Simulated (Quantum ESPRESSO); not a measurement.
## Ge under changes of volume

One of the cells (18.524 Å³/atom); the others are scaled copies at fixed shape and fractional positions:

```xyz
2
Lattice="-2.5745 2.5745 1.3974 2.5745 -2.5745 1.3974 2.5745 2.5745 -1.3974" Properties=species:S:1:pos:R:3 pbc="T T T"
Ge    0.0000    0.0000    1.3974
Ge    2.5745    0.0000    0.6987
```

This isn't the form of Ge at room conditions, which is diamond.

* Program: Quantum ESPRESSO 7.5
* Functional: PBEsol
* Potentials or basis: PseudoDojo 0.4.1 SR PBEsol standard
* Cutoff: 1061 eV
* Density cutoff: 4245 eV
* k mesh: 11 × 11 × 11
* Occupations: fermi-dirac, width 0.05 eV
* Spin: no spin polarisation

```tsv
volume (Å³/atom)	energy over the lowest point (meV/atom)	pressure (GPa)
17.413	13.71	4.8
17.783	?	?
18.154	0.54	1.0
18.524	0.00	-0.6
18.895	2.96	-2.0
19.265	9.08	-3.3
19.636	18.08	-4.5
```

What does the run at 17.783 Å³/atom give?

Energy over the lowest point 4.96 meV/atom; pressure 2.8 GPa.

Worked out: A Birch-Murnaghan fit of order 3 (a polynomial in V^(-2/3)) to the other rows has its minimum at 18.39 Å³/atom with B0 = V·E''(V) = 78 GPa and B' = 4.1 at fixed shape and positions, which overstates the stiffness. It gives 4.98 meV/atom at 17.783 Å³/atom, against the run's 4.96, and -dE/dV = 2.8 GPa, against 2.8.

Energies are extrapolated to zero smearing.
